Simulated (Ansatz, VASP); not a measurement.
# W: VASP beside Ansatz

Contents of POSCAR:

```
W
1.0
    0.0000000000      2.9710593626      2.9710593626
    2.9710593626      0.0000000000      2.9710593626
    2.9710593626      2.9710593626      0.0000000000
W
2
Direct
    0.1250000000      0.1250000000      0.1250000000
    0.8750000000      0.8750000000      0.8750000000
```

File INCAR.step1:

```
PREC     = Accurate       # precision mode
ENCUT    = 520            # plane-wave cutoff, eV
ISMEAR   = -1             # smearing method
SIGMA    = 0.1            # smearing width, eV
LREAL    = F              # projectors in reciprocal space
LASPH    = T              # aspherical terms in the spheres
NELM     = 80             # most SCF steps
NBANDS   = 21             # bands
GGA      = PE             # functional
ALGO     = Normal         # electronic algorithm
EDIFF    = 1E-4           # SCF threshold, eV
LWAVE    = T              # write WAVECAR
LCHARG   = F              # write CHGCAR
```

INCAR.step2

```
PREC     = Accurate       # precision mode
ENCUT    = 520            # plane-wave cutoff, eV
EDIFF    = 1E-6           # SCF threshold, eV
ISMEAR   = -1             # smearing method
SIGMA    = 0.1            # smearing width, eV
LREAL    = F              # projectors in reciprocal space
LASPH    = T              # aspherical terms in the spheres
NELM     = 80             # most SCF steps
ALGO     = Normal         # electronic algorithm
ISIF     = 2              # what is computed and relaxed
LWAVE    = F              # write WAVECAR
LCHARG   = F              # write CHGCAR
METAGGA  = R2SCAN         # meta-GGA
LMIXTAU  = T            
NBANDS   = 21             # bands
ISTART   = 1
```

Contents of KPOINTS:

```
regular mesh
0
Gamma
  11 11 11
```

Input for Ansatz:

```yaml
crystal:
  lattice:
    - [0.0, 2.9710593626, 2.9710593626]
    - [2.9710593626, 0.0, 2.9710593626]
    - [2.9710593626, 2.9710593626, 0.0]
  atoms:
    - { symbol: W, position: [0.125, 0.125, 0.125] }
    - { symbol: W, position: [0.875, 0.875, 0.875] }
hamiltonian:
  xc: r2scan
  pseudopotentials:
    kind: paw
    azcp:
      W: "pseudopotentials/W.paw.azcp"
basis:
  ecutwfc: 500
  fft_grid_basis: typed
kpoints:
  mp_grid: { grid: [11, 11, 11], shift: [0, 0, 0] }
magnetization:
  spin_polarized: false
scf:
  occupations: { method: fermi_dirac, width: 0.1 }
  lower_state_search: "off"
output:
  stress: true
```

Alike in both runs: task single point; functional r2SCAN; k mesh 11 × 11 × 11; occupations fermi-dirac, width 0.1 eV; no spin polarisation.

|  | VASP | Ansatz |
| --- | --- | --- |
| version | VASP 6.6.1 | Ansatz 0.2.0 |
| potentials or method | VASP PAW PBE potentials, release 64 (W_sv) | plane waves (500 eV) with PAW, scalar-relativistic |
| plane-wave cutoff (eV) | 520 | 500 |
| valence electrons in the cell | 28 | 28 |

|  | VASP | Ansatz | Ansatz less VASP |
| --- | --- | --- | --- |
| pressure (GPa) | -7.8 | -8.3 | -0.48 |

The functional is the same, so the differences come from potentials, cutoffs and numerics.

Caveats: the PAW data sets were made with another functional, which shifts forces and pressure a little (VASP). The runs have no spin-orbit coupling, so splittings on W are missing.
